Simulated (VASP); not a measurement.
# Hf (P6_3/mmc) in VASP: further runs

Runs on Hf. Level: PBEsol. Tasks: relaxation of shape and atoms at fixed volume.

All numbers are computed with VASP 6.6.1; they aren't measurements. Logs are shortened: lines on timing, memory, paths and dates and some standing lists are left out, and cuts for length are marked.

## (1) The structure

The structure is hexagonal, space group P6_3/mmc (No. 194). The conventional cell has a = 3.156 Å, b = 3.156 Å, c = 4.990 Å, α = 90.00°, β = 90.00°, γ = 120.00°. Around Hf (site symmetry -6m2) lie 12 Hf at 3.09 to 3.16 Å.

## (2) Relaxation of shape and atoms at fixed volume, PBEsol (a relaxed cell with its volume scaled by 0.94)

File INCAR:

```
PREC = Accurate ; ENCUT = 600
EDIFF = 1E-7 ; ISMEAR = 1
SIGMA = 0.1 ; LREAL = F
LASPH = T ; NELM = 80
ALGO = Normal ; ISIF = 4
LWAVE = F ; LCHARG = F
GGA = PS ; IBRION = 2
NSW = 40 ; EDIFFG = -0.01
```

File KPOINTS:

```
Automatic mesh
0
Gamma
  15 15 7
```

File POSCAR:

```
Hf                                      
1.0
    3.0915654869     -0.0000000000     -0.0000000000
   -1.5457827435      2.6773742492     -0.0000000000
   -0.0000000000      0.0000000000      4.8882349164
  Hf            
     2
Direct
     0.3333333332999970    0.6666666667000030    0.2500000000000000
     0.6666666667000030    0.3333333332999970    0.7500000000000000
```

Potentials or basis: VASP PAW PBE potentials, release 64 (Hf_pv).

The run is started by

```sh
> cat potpaw_PBE.64/Hf_pv/POTCAR > POTCAR
> mpirun -np 1 vasp_std > vasp.out
```

OUTCAR:

```text
PREC = Accurate
   ENCUT = 600
   EDIFF = 1E-7
   ISMEAR = 1
   LREAL = F
   LASPH = T
   NELM = 80
   ISIF = 4
   GGA = PS
   IBRION = 2
   NSW = 40
   EDIFFG = -0.01

 ion  position               nearest neighbor table
   1  0.333  0.667  0.250-   2 3.03   2 3.03   2 3.03   2 3.03   2 3.03   2 3.03
   2  0.667  0.333  0.750-   1 3.03   1 3.03   1 3.03   1 3.03   1 3.03   1 3.03

  LATTYP: Found a hexagonal cell.
 ALAT       =     3.0915654869
 C/A-ratio  =     1.5811519882

  Lattice vectors:

 A1 = (   3.0915654869,   0.0000000000,   0.0000000000)
 A2 = (  -1.5457827435,   2.6773742492,   0.0000000000)
 A3 = (   0.0000000000,   0.0000000000,   4.8882349164)

Analysis of symmetry for initial positions (statically):
=====================================================================
 Subroutine PRICEL returns:
 Original cell was already a primitive cell.

 Routine SETGRP: Setting up the symmetry group for a
 hexagonal supercell.

 Subroutine GETGRP returns: Found 24 space group operations
 (whereof 12 operations were pure point group operations)
 out of a pool of 24 trial point group operations.

The static configuration has the point symmetry D_3d.
 The point group associated with its full space group is D_6h.

Analysis of symmetry for dynamics (positions and initial velocities):
=====================================================================
 Subroutine PRICEL returns:
 Original cell was already a primitive cell.

 Routine SETGRP: Setting up the symmetry group for a
 hexagonal supercell.

 Subroutine GETGRP returns: Found 24 space group operations
 (whereof 12 operations were pure point group operations)
 out of a pool of 24 trial point group operations.

The dynamic configuration has the point symmetry D_3d.
 The point group associated with its full space group is D_6h.

 Subroutine INISYM returns: Found 24 space group operations
 (whereof 12 operations are pure point group operations),
 and found     1 'primitive' translations

----------------------------------------------------------------------------------------

                                     Primitive cell

  volume of cell :      40.4613

  direct lattice vectors                    reciprocal lattice vectors
     3.091565487  0.000000000  0.000000000     0.323460721  0.186750134  0.000000000
    -1.545782744  2.677374249  0.000000000     0.000000000  0.373500268  0.000000000
     0.000000000  0.000000000  4.888234916     0.000000000  0.000000000  0.204572820

  length of vectors
     3.091565487  3.091565487  4.888234916     0.373500268  0.373500268  0.204572820

  position of ions in fractional coordinates (direct lattice)
     0.333333333  0.666666667  0.250000000
     0.666666667  0.333333333  0.750000000

  ion indices of the primitive-cell ions
   primitive index   ion index
                 1           1
                 2           2

----------------------------------------------------------------------------------------

 KPOINTS: Automatic mesh

Automatic generation of k-mesh.
 Grid dimensions read from file:
 generate k-points for:   15   15    7

 Generating k-lattice:

  Cartesian coordinates                     Fractional coordinates (reciprocal lattice)
     0.021564048  0.012450009  0.000000000     0.066666667  0.000000000  0.000000000
     0.000000000  0.024900018  0.000000000     0.000000000  0.066666667  0.000000000
     0.000000000  0.000000000  0.029224689     0.000000000  0.000000000  0.142857143

  Length of vectors
     0.024900018  0.024900018  0.029224689

  Shift w.r.t. Gamma in fractional coordinates (k-lattice)
[... 66 lines left out ...]
   EFERMI =   0.00;   METHOD = LEGACY
   ISMEAR =     1;   SIGMA  =   0.10  broadening in eV -4-tet -1-fermi 0-gaus
   EFERMI_NEDOS =   21; number of points for ismear=-14 and -15
   IALGO  =     38    algorithm
   IMIX   =      4    mixing-type and parameters
     AMIX     =   0.40;   BMIX     =  1.00
     AMIX_MAG =   1.60;   BMIX_MAG =  1.00
  volume/ion in A,a.u.               =      20.23       136.52
  Fermi-wavevector in a.u.,A,eV,Ry     =   1.294409  2.446079 22.796500  1.675495
  Thomas-Fermi vector in A             =   2.425994
   LORBIT       =      0    0 simple, 1 ext, 2 COOP (PROOUT), +10 PAW based schemes
   GGA     = PS    functional components
   LHFCALC =     F    Hartree Fock is set to
   AEXX    =    0.0000 exact exchange contribution
   IVDW    =     0    specifies the selected vdW correction
   LEPSILON=     F    determine dielectric tensor
   LRPA    =     F    only Hartree local field effects (RPA)
 conjugate gradient relaxation of ions
 non-spin polarized calculation
 Methfessel and Paxton  Order N= 1 SIGMA  =   0.10
  energy-cutoff  :      600.00
  volume of cell :       40.46
 maximum number of plane-waves:      1387
 NGX is ok and might be reduce to    28
   NGX = 13   NGY = 13   NGZ = 19

--------------------------------------- Ionic step        1  -------------------------------------------

 number of electron      20.0000002 magnetization

 Free energy of the ion-electron system (eV)
  ---------------------------------------------------
  ext. energy  EPLUGINS =         0.00000000
  ---------------------------------------------------
  free energy    TOTEN  =       -20.94509212 eV

  energy without entropy =      -20.94477314  energy(sigma->0) =      -20.94498579

------------------------ aborting loop because EDIFF is reached ----------------------------------------

  FORCE on cell =-STRESS in cart. coord.  units (eV):
  Direction    XX          YY          ZZ          XY          YZ          ZX
  --------------------------------------------------------------------------------------
  -------------------------------------------------------------------------------------
  Total        1.9549164      1.9549164      2.0864239     -0.0000000      0.0000000      0.0000000
  in kB       77.4103759     77.4103759     82.6177812     -0.0000000      0.0000000      0.0000000
  external PRESSURE =      79.1461777 kB  Pullay stress =       0.0000000 kB

 VOLUME and BASIS-vectors are now :
 -----------------------------------------------------------------------------
  energy-cutoff  :      600.00
  volume of cell :       40.46
      direct lattice vectors                 reciprocal lattice vectors
     3.091565487  0.000000000  0.000000000     0.323460721  0.186750134  0.000000000
    -1.545782744  2.677374249  0.000000000     0.000000000  0.373500268  0.000000000
     0.000000000  0.000000000  4.888234916     0.000000000  0.000000000  0.204572820

 POSITION                                       TOTAL-FORCE (eV/Angst)
 -----------------------------------------------------------------------------------
     -0.00000      1.78492      1.22206        -0.000000     -0.000000      0.000000
      1.54578      0.89246      3.66618         0.000000      0.000000      0.000000
 -----------------------------------------------------------------------------------
    total drift:                               -0.000000      0.000000     -0.000000

  FREE ENERGIE OF THE ION-ELECTRON SYSTEM (eV)
  ---------------------------------------------------
  free  energy   TOTEN  =       -20.9450921167 eV

  energy  without entropy=      -20.9447731365  energy(sigma->0) =      -20.94498579

--------------------------------------- Ionic step        2  -------------------------------------------

 number of electron      20.0000001 magnetization

 Free energy of the ion-electron system (eV)
  ---------------------------------------------------
  ext. energy  EPLUGINS =         0.00000000
  ---------------------------------------------------
  free energy    TOTEN  =       -20.94524194 eV

  energy without entropy =      -20.94478161  energy(sigma->0) =      -20.94508850

 E-fermi :   5.4866     XC(G=0): -11.8599

 val. band max:        5.4766549563   @ k =   0.3333   0.2667   0.4286
 cond. band min:       5.4882184701   @ k =   0.0667   0.0667   0.4286
 fundamental gap:      0.0115635138
 Fermi energy:         5.4866168270

 k-point     1 :       0.0000    0.0000    0.0000
  band No.  band energies     occupation
      1     -25.5169      2.00000
      2     -24.4807      2.00000
      3     -24.4807      2.00000
      4     -24.3075      2.00000
      5     -24.3073      2.00000
      6     -24.3073      2.00000
      7      -2.2482      2.00000
      8       1.4259      2.00000
      9       6.5268     -0.00000
     10       6.6608     -0.00000
     11       6.6608     -0.00000
     12       6.9481     -0.00000
     13       7.5922      0.00000
     14       7.5922      0.00000
[... 377 lines left out ...]
      1     -25.2130      2.00000
      2     -25.0119      2.00000
      3     -24.9210      2.00000
      4     -24.8752      2.00000
      5     -24.6783      2.00000
      6     -24.6174      2.00000
      7       2.8298      2.00000
      8       2.9520      2.00000
      9       3.2744      2.00000
     10       4.3569      2.00000
     11       5.8353     -0.00001
     12       6.2009     -0.00000
     13       7.5131      0.00000
     14      11.0762      0.00000

 [... further k-points ...]

------------------------ aborting loop because EDIFF is reached ----------------------------------------

  FORCE on cell =-STRESS in cart. coord.  units (eV):
  Direction    XX          YY          ZZ          XY          YZ          ZX
  --------------------------------------------------------------------------------------
  -------------------------------------------------------------------------------------
  Total        1.9900473      1.9900473      2.0000519     -0.0000000      0.0000000     -0.0000000
  in kB       78.8014820     78.8014820     79.1976396     -0.0000000      0.0000000     -0.0000000
  external PRESSURE =      78.9335345 kB  Pullay stress =       0.0000000 kB

 VOLUME and BASIS-vectors are now :
 -----------------------------------------------------------------------------
  energy-cutoff  :      600.00
  volume of cell :       40.46
      direct lattice vectors                 reciprocal lattice vectors
     3.088299983 -0.000000000  0.000000000     0.323802741  0.186947600  0.000000000
    -1.544149992  2.674546240 -0.000000000     0.000000000  0.373895199  0.000000000
    -0.000000000  0.000000000  4.898577815    -0.000000000 -0.000000000  0.204140883

 POSITION                                       TOTAL-FORCE (eV/Angst)
 -----------------------------------------------------------------------------------
     -0.00000      1.78303      1.22464         0.000000     -0.000000      0.000000
      1.54415      0.89152      3.67393        -0.000000      0.000000      0.000000
 -----------------------------------------------------------------------------------
    total drift:                               -0.000000      0.000000     -0.000000

  FREE ENERGIE OF THE ION-ELECTRON SYSTEM (eV)
  ---------------------------------------------------
  free  energy   TOTEN  =       -20.9452419445 eV

  energy  without entropy=      -20.9447816143  energy(sigma->0) =      -20.94508850

 reached required accuracy - stopping structural energy minimisation
```

It took 60 s on 1 thread of Intel Xeon Platinum 8488C (Sapphire Rapids), shared host; peak memory 0.22 GiB.

Results:

```
Free energy               : -20.9452 eV
Energy gained by relaxing : 0.1 meV/atom
Ionic steps               : 2
Pressure after relaxing   : 7.9 GPa
Band gap on the k mesh    : none (metal or under the smearing width)
```

Step by step:
| step | energy change (eV) | largest force (eV/Å) | pressure (GPa) |
| --- | --- | --- | --- |
| 1 | 0.0000 | 0.0000 | 7.91 |
| 2 | -0.0001 | 0.0000 | 7.89 |

Final structure:
```xyz
2
Lattice="3.0883 0.0000 0.0000 -1.5441 2.6745 0.0000 0.0000 0.0000 4.8986" Properties=species:S:1:pos:R:3 pbc="T T T"
Hf    0.0000    1.7830    1.2246
Hf    1.5441    0.8915    3.6739
```

Levels at points of the mesh, in eV from the Fermi level:
| k point | band 7 | band 8 | band 9 | band 10 | band 11 | band 12 | band 13 | band 14 |
| --- | --- | --- | --- | --- | --- | --- | --- | --- |
| (0.00, 0.00, 0.00) | -7.73 | -4.06 | 1.04 | 1.17 | 1.17 | 1.46 | 2.11 | 2.11 |

Caveat: the PAW data sets were made with another functional, which shifts forces and pressure a little.

## (3) Relaxation of shape and atoms at fixed volume, PBEsol (a relaxed cell with its volume scaled by 0.96)

INCAR is that of step 2.

KPOINTS is that of step 2.

File POSCAR:

```
Hf                                      
1.0
    3.1133377922     -0.0000000000     -0.0000000000
   -1.5566688961      2.6962296186     -0.0000000000
   -0.0000000000      0.0000000000      4.9226602402
  Hf            
     2
Direct
     0.3333333332999970    0.6666666667000030    0.2500000000000000
     0.6666666667000030    0.3333333332999970    0.7500000000000000
```

Potentials or basis: VASP PAW PBE potentials, release 64 (Hf_pv).

The run is started by

```sh
> cat potpaw_PBE.64/Hf_pv/POTCAR > POTCAR
> mpirun -np 1 vasp_std > vasp.out
```

Wall time 53 s (1 thread of Intel Xeon Platinum 8488C (Sapphire Rapids), shared host); peak memory 0.22 GiB.

It converged, with:

| Property | Result |
| --- | --- |
| Free energy | -20.9800 eV |
| Energy gained by relaxing | 0.0 meV/atom |
| Ionic steps | 2 |
| Pressure after relaxing | 5.0 GPa |
| Band gap on the k mesh | none (metal or under the smearing width) |

Final structure:
```
Hf
1.0
     3.11125    0.00000    0.00000
    -1.55563    2.69442    0.00000
     0.00000    0.00000    4.92926
Hf
2
Direct
  0.33333 0.66667 0.25000
  0.66667 0.33333 0.75000
```

Levels at points of the mesh, in eV from the Fermi level:
```
           k point  band 7  band 8  band 9  band 10  band 11  band 12  band 13  band 14
(0.00, 0.00, 0.00)   -7.67   -3.99    0.96     1.17     1.17     1.47     2.08     2.08
```

Caveat: the PAW data sets were made with another functional, which shifts forces and pressure a little.

## (4) Relaxation of shape and atoms at fixed volume, PBEsol (a relaxed cell with its volume scaled by 0.98)

INCAR is that of step 3.

KPOINTS is that of step 3.

File POSCAR:

```
Hf                                      
1.0
    3.1348097658     -0.0000000000     -0.0000000000
   -1.5674048829      2.7148248933     -0.0000000000
   -0.0000000000      0.0000000000      4.9566106940
  Hf            
     2
Direct
     0.3333333332999970    0.6666666667000030    0.2500000000000000
     0.6666666667000030    0.3333333332999970    0.7500000000000000
```

The run is started by

```sh
> cat potpaw_PBE.64/Hf_pv/POTCAR > POTCAR
> mpirun -np 1 vasp_std > vasp.out
```

It took 52 s on 1 thread of Intel Xeon Platinum 8488C (Sapphire Rapids), shared host; peak memory 0.22 GiB.

It converged, with:

```
Free energy               : -21.0000 eV
Energy gained by relaxing : 0.0 meV/atom
Ionic steps               : 2
Pressure after relaxing   : 2.4 GPa
Band gap on the k mesh    : none (metal or under the smearing width)
```

Final structure:
```
Hf
1.0
     3.13366    0.00000    0.00000
    -1.56683    2.71383    0.00000
     0.00000    0.00000    4.96025
Hf
2
Direct
  0.33333 0.66667 0.25000
  0.66667 0.33333 0.75000
```

Levels at points of the mesh, in eV from the Fermi level:
```csv
k point,band 7,band 8,band 9,band 10,band 11,band 12,band 13,band 14
"(0.00, 0.00, 0.00)",-7.60,-3.92,0.88,1.17,1.17,1.46,2.05,2.05
```

Caveat: the PAW data sets were made with another functional, which shifts forces and pressure a little. The run has no spin-orbit coupling, so splittings on Hf are missing.

## (5) Relaxation of shape and atoms at fixed volume, PBEsol

INCAR is that of step 4.

KPOINTS is that of step 4.

File POSCAR:

```
Hf                                      
1.0
    3.1559915554     -0.0000000000     -0.0000000000
   -1.5779957777      2.7331688612     -0.0000000000
   -0.0000000000      0.0000000000      4.9901023227
  Hf            
     2
Direct
     0.3333333332999970    0.6666666667000030    0.2500000000000000
     0.6666666667000030    0.3333333332999970    0.7500000000000000
```

The run is started by

```sh
> cat potpaw_PBE.64/Hf_pv/POTCAR > POTCAR
> mpirun -np 1 vasp_std > vasp.out
```

It took 40 s on 1 thread of Intel Xeon Platinum 8488C (Sapphire Rapids), shared host; peak memory 0.22 GiB.

It converged, with:

- Free energy: -21.0066 eV
- Pressure after relaxing: 0.0 GPa
- Band gap on the k mesh: none (metal or under the smearing width)

Final structure:
```cif
data_structure
_symmetry_space_group_name_H-M 'P 1'
_symmetry_Int_Tables_number 1
_cell_length_a 3.1560
_cell_length_b 3.1560
_cell_length_c 4.9901
_cell_angle_alpha 90.000
_cell_angle_beta 90.000
_cell_angle_gamma 120.000
_cell_volume 43.04
loop_
_atom_site_label
_atom_site_type_symbol
_atom_site_fract_x
_atom_site_fract_y
_atom_site_fract_z
_atom_site_occupancy
Hf1 Hf 0.33333 0.66667 0.25000 1
Hf2 Hf 0.66667 0.33333 0.75000 1
```

Levels at points of the mesh, in eV from the Fermi level:
```csv
k point,band 7,band 8,band 9,band 10,band 11,band 12,band 13,band 14
"(0.00, 0.00, 0.00)",-7.53,-3.85,0.80,1.16,1.16,1.46,2.03,2.03
```

Caveat: the relaxation stopped at its first step, so nothing moved; the PAW data sets were made with another functional, which shifts forces and pressure a little. Spin-orbit coupling is left out, which matters for the levels of Hf.

## (6) Overview

```tsv
cell	gap on the mesh (eV)	pressure (GPa)
atoms relaxed at fixed volume from: a relaxed cell with its volume scaled by 0.94	none	7.9
atoms relaxed at fixed volume from: a relaxed cell with its volume scaled by 0.96	none	5.0
atoms relaxed at fixed volume from: a relaxed cell with its volume scaled by 0.98	none	2.4
atoms relaxed at fixed volume	none	0.0
```

Alike in all rows: task relaxation of shape and atoms at fixed volume; level PBEsol; potentials or basis VASP PAW PBE potentials, release 64 (Hf_pv); no spin polarisation; k mesh 15 × 15 × 7; cutoff (eV) 600; smearing methfessel-paxton 0.1 eV.

Caveats: the PAW data sets were made with another functional, which shifts forces and pressure a little; the relaxation stopped at its first step, so nothing moved (some runs).

Total energies depend on the potentials used, so only differences within one code and one set of settings carry meaning.
